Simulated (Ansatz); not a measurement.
ZrO2 (baddeleyite type, space group P2_1/c)

```yaml
crystal:
  lattice:
    - [5.18987, 0.00000, 0.00000]
    - [0.00000, 5.24188, 0.00000]
    - [-0.90466, 0.00000, 5.30184]
  atoms:
    - { symbol: Zr, position: [0.27576, 0.04379, 0.21002] }
    - { symbol: Zr, position: [0.72424, 0.54379, 0.28998] }
    - { symbol: Zr, position: [0.72424, 0.95621, 0.78998] }
    - { symbol: Zr, position: [0.27576, 0.45621, 0.71002] }
    - { symbol: O, position: [0.06497, 0.32630, 0.35005] }
    - { symbol: O, position: [0.93503, 0.82630, 0.14995] }
    - { symbol: O, position: [0.93503, 0.67370, 0.64995] }
    - { symbol: O, position: [0.06497, 0.17370, 0.85005] }
    - { symbol: O, position: [0.45100, 0.75674, 0.47552] }
    - { symbol: O, position: [0.54900, 0.25674, 0.02448] }
    - { symbol: O, position: [0.54900, 0.24326, 0.52448] }
    - { symbol: O, position: [0.45100, 0.74326, 0.97552] }
```

Calculation: PBE (plane waves to 420 eV, PAW, scalar-relativistic; Ansatz, an electronic-structure program). Harmonic phonons by density-functional perturbation theory on a 6×6×6 k mesh, in cm⁻¹; i marks imaginary ones, q is in fractions of the reciprocal vectors of the cell shown, and the three acoustic modes at Γ are left out. The non-analytic (LO-TO) term is not included, so polar modes at Γ have their transverse values. ZrO2 is run without spin polarisation. ZrO2 was relaxed with its symmetry unable to fall.

Q: Does any mode at Γ come out imaginary?

A: No imaginary mode at these points (lowest 101 cm⁻¹ at Γ); other wave vectors were not tested.

Q: Predict the phonon wavenumbers at Γ.

A: 
| q | wavenumbers (cm⁻¹) |
|---|---|
| Γ | 101, 158, 162, 165, 174, 204, 213, 229, 244, 274, 282, 296, 307, 316, 316, 318, 329, 363, 366, 377, 387, 450, 456, 462, 472, 511, 522, 539, 574, 601, 610, 685, 721 |
